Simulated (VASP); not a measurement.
A run of VASP 6.6.1 is set up as follows.

POSCAR

```
PbS
1.0
    2.1126617058      1.2197458045      3.4519162518
   -2.1126617058      1.2197458045      3.4519162518
    0.0000000000     -2.4394916091      3.4519162518
Pb S
1 1
Direct
    0.9805657800      0.9805657800      0.9805657800
    0.4750355500      0.4750355500      0.4750355500
```

The input INCAR.step1:

```
PREC = Accurate
ENCUT = 600
EDIFF = 1E-8
ISMEAR = 0
SIGMA = 0.02
LREAL = F
LASPH = T
NELM = 100
ALGO = Fast
ISIF = 3
LWAVE = F
LCHARG = F
IBRION = 2
NSW = 40
EDIFFG = -0.002
```

Contents of INCAR.step2:

```
PREC = Accurate
ENCUT = 600
EDIFF = 1E-8
ISMEAR = 0
SIGMA = 0.02
LREAL = F
LASPH = T
NELM = 100
ALGO = Fast
ISIF = 2
LWAVE = F
LCHARG = F
IBRION = 8
NSW = 1
```

The input KPOINTS:

```
regular mesh
0
Gamma
  6 6 6
```

Potentials or basis: VASP PAW LDA potentials, release 64 (Pb_d, S).

Run with:

```bash
$ cat potpaw_LDA.64/Pb_d/POTCAR potpaw_LDA.64/S/POTCAR > POTCAR
$ cp INCAR.step1 INCAR
$ mpirun -np 1 vasp_std > vasp.out
$ cp CONTCAR POSCAR
$ cp INCAR.step2 INCAR
$ mpirun -np 1 vasp_std > vasp.out
```

Task: Estimate the highest phonon frequency at Γ, LO-TO splitting left out.

Result: 92 cm⁻¹.

Task: Estimate the relaxed volume.

Result: 24.97 Å³/atom.

Task: Estimate the relaxed cell.

Result: a = 4.134 Å, b = 4.134 Å, c = 4.134 Å, α = 59.99°, β = 59.99°, γ = 59.99°.

Phonon frequencies in cm⁻¹ (negative: imaginary):
```csv
q point,frequencies
"(0.000, 0.000, 0.000)",0 0 0 67 67 92
```

Spin-orbit coupling is left out, which matters for the levels of Pb.
